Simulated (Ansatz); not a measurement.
This Se structure is the end of a relaxation. The cell was found from a structure generator's guess, not taken from experiment.

Theory: DFT PBE, scalar-relativistic, plane waves, PAW in Ansatz 0.2.0. Cutoff 420 eV, Γ-centred mesh, Gaussian smearing, no spin polarisation.

```
Se
1.0
     3.04644    1.75887    6.51730
    -3.04644    1.75887    6.51730
     0.00000   -3.51773    6.51730
Se
8
Direct
  0.50000 0.50000 0.50000
  0.00000 0.00000 0.00000
  0.48986 0.25000 0.01014
  0.01014 0.48986 0.25000
  0.25000 0.01014 0.48986
  0.51014 0.75000 0.98986
  0.98986 0.51014 0.75000
  0.75000 0.98986 0.51014
```

Energies count from the standard state of Se at the same level.

**Question.** Find its symmetry and describe it.

**Answer.** R-3c (No. 167). Conventional cell: a = 6.093 Å, c = 19.552 Å. Se on a site of symmetry -3 has 6 Se at 2.87 Å; around Se on a site of symmetry 2 lie 2 Se at 2.53 Å and 2 Se at 2.87 Å.

**Question.** How far does it lie from the standard state of Se?

**Answer.** +0.30 eV/atom. It lies above the standard state, so it could only be metastable.

**Question.** Is it a metal?

**Answer.** Yes, bands cross the Fermi level on the 6×6×6 mesh.

**Question.** From what recipe could a structure generator have reached it?

**Answer.** One such recipe: 6-connected net of one element (R-3c, No. 167). Other recipes can lead to the same cell.

The last run used a 6×6×6 mesh for its 8-atom cell and Gaussian smearing of 0.10 eV. The reference form of Se is held partly by dispersion forces, which this level lacks. A structure relaxed within its symmetry needn't be a true minimum. Another cell of Se relaxed alike, in R-3m, lies 60 meV/atom lower, so this cell isn't the stable form at this level.
